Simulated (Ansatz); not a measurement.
# Response to strain in BeO

Take BeO in the wurtzite structure (space group P6_3mc, No. 186; a = 2.690 Å, c = 4.370 Å) as the base. Axes: x lies along a and z along c of the hexagonal cell.

Strains are applied to the cell and any free atomic positions relax; under biaxial strain the out-of-plane vector relaxes too.

Calculations: r2SCAN (Ansatz, a first-principles code, PAW, spin-orbit coupling left out).

Notes on the quantities. pressure: mean of the normal stresses, compression positive.

| case | pressure | band gap | shortest interatomic distance |
|---|---|---|---|
| base | 0.00 GPa | 8.55 eV | 1.643 Å |
| biaxial strain −4.06 %, plane normal [001], relaxed out of plane | 18.11 GPa | 9.03 eV | 1.595 Å |
| biaxial strain −0.79 %, plane normal [001], relaxed out of plane | ___ | ___ | 1.633 Å |
| biaxial strain +1.95 %, plane normal [001], relaxed out of plane | -6.63 GPa | 8.12 eV | 1.649 Å |
| isotropic strain −0.91 % | 6.50 GPa | 8.86 eV | 1.628 Å |
| isotropic strain +2.78 % | -15.90 GPa | 7.67 eV | 1.688 Å |
| isotropic strain +3.99 % | -21.24 GPa | 7.32 eV | 1.708 Å |
| uniaxial strain ε_yy = +0.87 % | -1.92 GPa | 8.44 eV | 1.647 Å |
| tensor shear ε_yz = −1.68 % | 0.07 GPa | 8.46 eV | 1.633 Å |
| tensor shear ε_xz = −3.08 % | 0.25 GPa | 8.35 eV | 1.627 Å |

Task: What belongs in the blanks?

Result: 
- biaxial strain −0.79 %, plane normal [001], relaxed out of plane, pressure: 3.04 GPa
- biaxial strain −0.79 %, plane normal [001], relaxed out of plane, band gap: 8.70 eV

Stability against distortions was not tested.
